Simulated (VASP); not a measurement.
Crystal: W.

```
W
1.0
    -1.58234    1.58234    1.58234
     1.58234   -1.58234    1.58234
     1.58234    1.58234   -1.58234
W
1
Direct
  0.00000 0.00000 0.00000
```

| Item | Value |
| --- | --- |
| Program | VASP 6.6.1 |
| Task | relaxation of cell and atoms |
| Functional | PBE |
| Potentials or basis | VASP PAW PBE potentials, release 54 (W_sv) |
| Cutoff | 600 eV |
| k mesh | 12 × 12 × 12 |
| Occupations | fermi-dirac, width 0.05 eV |
| Spin | no spin polarisation |

At the start: pressure 6.5 GPa; volume 15.85 Å³/atom.

Question: Where does the relaxation end?

Answer: Over 4 steps the energy falls by 6.5 meV/atom and the volume is 16.18 Å³/atom (+2.1 %); space group Im-3m (No. 229, to 0.05 Å).

Step by step:
| step | energy change (eV) | largest force (eV/Å) | pressure (GPa) | volume (Å³) |
| --- | --- | --- | --- | --- |
| 1 | 0.0000 | 0.0000 | 6.48 | 15.85 |
| 2 | 0.0669 | 0.0000 | -18.66 | 17.36 |
| 3 | -0.0065 | 0.0000 | -0.18 | 16.19 |
| 4 | -0.0065 | 0.0000 | -0.03 | 16.18 |

Final structure:
```xyz
1
Lattice="-1.5933 1.5933 1.5933 1.5933 -1.5933 1.5933 1.5933 1.5933 -1.5933" Properties=species:S:1:pos:R:3 pbc="T T T"
W     0.0000    0.0000    0.0000
```
